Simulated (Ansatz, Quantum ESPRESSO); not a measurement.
# Si [001], diamond: pulling along c

The c axis is held at a set length while the cell relaxes sideways. How do the lateral strain and the stress follow? The strained cell has c along the load; unstrained it is a = 3.8420 Å, b = 3.8420 Å, c = 5.4334 Å, α = 90.00°, β = 90.00°, γ = 90.00°, with 4 atoms.

Calculated with Ansatz 0.2.0, PBEsol, PAW files of the set soft_1, cutoff 600 eV, Fermi–Dirac smearing 0.02 eV, k-mesh 7×7×5, no spin polarisation, no spin-orbit coupling.

Relaxed positions at 0 %:

```csv
atom,x,y,z
Si,0.0000,0.0000,0.5000
Si,0.5000,0.0000,0.7500
Si,0.5000,0.5000,0.0000
Si,0.0000,0.5000,0.2500
```

```
ε_c (%)   a (Å)   c (Å)  ε_a (%)  σ (GPa, tension positive)
     −3  3.8778  5.2704    0.931                      −3.26
     −2  3.8655  5.3247    0.612                      −2.24
     −1  3.8540  5.3791    0.312                      −1.09
      0  3.8427  5.4334    0.019                       0.10
      2  3.8220  5.5421   −0.521                       2.60
      3  3.8121  5.5964   −0.778                       3.89
```

**Question.** Fit both responses and give the free strain and the stress at +1 %, a row left out above.

Least squares with y = y0 + y1 ε + y2 ε² (ε in %) gives ε_a = 0.020 + (−0.2844) ε + (0.0063) ε² and σ = 0.09 + (1.197) ε + (0.025) ε² GPa. The linear terms put the ratio of free to applied strain at −0.284 and the Young modulus at 120 GPa.

At +1 % the free strain comes out as −0.258 %. The run itself gives −0.250 %, so the estimate misses by 0.008 %, more than the largest misfit of the fitted rows (0.002 %).

The stress comes out as 1.31 GPa. The run itself gives 1.34 GPa, so the estimate misses by 0.03 GPa; the fitted rows themselves lie up to 0.03 GPa off the law.

Along a cube axis ν = C12/(C11 + C12) and Y = (C11 − C12)(C11 + 2C12)/(C11 + C12), so C11 = Y(1 − ν)/[(1 + ν)(1 − 2ν)] = 155 GPa and C12 = 61 GPa. Measured: 165.7 and 63.9 GPa (arxiv:1007.2730).

The positive ε² term means that the crystal stiffens in tension.

The same fit over all rows at other levels or in other programs gives the strain ratio = −0.283 with PBEsol (Quantum ESPRESSO, GBRV) and −0.282 with PBEsol (Quantum ESPRESSO, PseudoDojo).

[Logs are printed without paths, hosts, clocks, repeated set-up lines and the standing remarks that a program may print on its own settings, such as how far it seeks lower states.]
